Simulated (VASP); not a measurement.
Set up this calculation in VASP 6.6.1, as the native input.

- Task: single point
- Functional: PBEsol
- Potentials or basis: VASP PAW PBE potentials, release 64 (Mo_sv_GW, S_GW)
- Cutoff: 550 eV
- k mesh: 10 × 10 × 10
- Occupations: gaussian, width 0.1 eV
- Spin: no spin polarisation
- Further INCAR settings: ALGO = Normal; EDIFF = 1e-06; NBANDS = 20

The structure of MoS2 lies in POSCAR:

```
MoS2
1.0
    1.5800000000      0.9122134253      6.1500000000
   -1.5800000000      0.9122134253      6.1500000000
    0.0000000000     -1.8244268506      6.1500000000
Mo S
1 2
Cartesian
    0.0000000000      0.0000000000      0.0000000000
    0.0000000000      0.0000000000      7.6936500000
    0.0000000000      0.0000000000      4.6125000000
```

Measurements of this composition are mostly on another form, of space group No. 194.

These files were run (other wordings do the same):

INCAR

```
PREC = Accurate
ENCUT = 550
EDIFF = 1E-6
ISMEAR = 0
SIGMA = 0.1
LREAL = False
LASPH = True
NELM = 100
ALGO = Normal
ISIF = 2
LWAVE = False
LCHARG = False
GGA = PS
NBANDS = 20
```

KPOINTS

```
Automatic mesh
0
Gamma
  10 10 10
```

Potentials or basis: VASP PAW PBE potentials, release 64 (Mo_sv_GW, S_GW).

The run is started by

```console
$ cat potpaw_PBE.64/Mo_sv_GW/POTCAR potpaw_PBE.64/S_GW/POTCAR > POTCAR
$ mpirun -np 1 vasp_std > vasp.out
```

It gave:

```yaml
Pressure: 0.2 GPa
Largest_force: 0.279 eV/Å
Band_gap_on_the_k_mesh: 0.91 eV, indirect (least direct gap 1.96 eV)
```

Caveat: the PAW data sets were made with another functional, which shifts forces and pressure a little.

It took 5.7 min on 1 thread of AMD EPYC 9R45 96-Core Processor (Zen 5), with other jobs on the host, peak memory 0.45 GiB.
